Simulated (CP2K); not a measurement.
The system is Te2Mo.

```xyz
6
Lattice="3.5182 0.0000 0.0000 -1.7591 3.0469 0.0000 0.0000 0.0000 13.9736" Properties=species:S:1:pos:R:3 pbc="T T T"
Te    1.7591    1.0156    5.2960
Te    0.0000    2.0312   12.2828
Te    1.7591    1.0156    1.6908
Te    0.0000    2.0312    8.6776
Mo    1.7591    1.0156   10.4802
Mo    0.0000    2.0312    3.4934
```

Base run:

| Quantity | Value |
| --- | --- |
| Program | CP2K 2026.2 |
| Functional | PBE |
| Potentials or basis | POTENTIAL_UZH Te GTH-PBE-q6, Mo GTH-PBE-q14; TZV2P-MOLOPT-PBE-GTH basis |
| Density cutoff | 6123 eV |
| k mesh | 9 × 9 × 2 |
| Occupations | fermi-dirac, width 0.05 eV |
| Spin | no spin polarisation |

Its results: band gap on the k mesh 0.77 eV, indirect (least direct gap 1.04 eV); pressure 4.5 GPa; largest force 0.384 eV/Å.

The run is repeated on the same cell with these changes: potentials or basis from POTENTIAL_UZH Te GTH-PBE-q6, Mo GTH-PBE-q14; TZV2P-MOLOPT-PBE-GTH basis to POTENTIAL_UZH Te GTH-PBE-q6, Mo GTH-PBE-q14; DZVP-MOLOPT-PBE-GTH basis; basis sets from Te TZV2P-MOLOPT-PBE-GTH-q6, Mo TZV2P-MOLOPT-PBE-GTH-q14 to Te DZVP-MOLOPT-PBE-GTH-q6, Mo DZVP-MOLOPT-PBE-GTH-q14. What comes out?

Band gap on the k mesh 0.89 eV, indirect (least direct gap 1.05 eV); pressure 6.4 GPa; largest force 0.412 eV/Å.

Caveats: spin-orbit coupling is left out, which moves the levels of the heavy elements; this functional lacks dispersion, which binds the layers, so the pressure and a relaxed spacing across them are unreliable; the basis of atomic orbitals isn't converged, which shifts pressures, moduli and gaps.

A k mesh can miss the band edges.
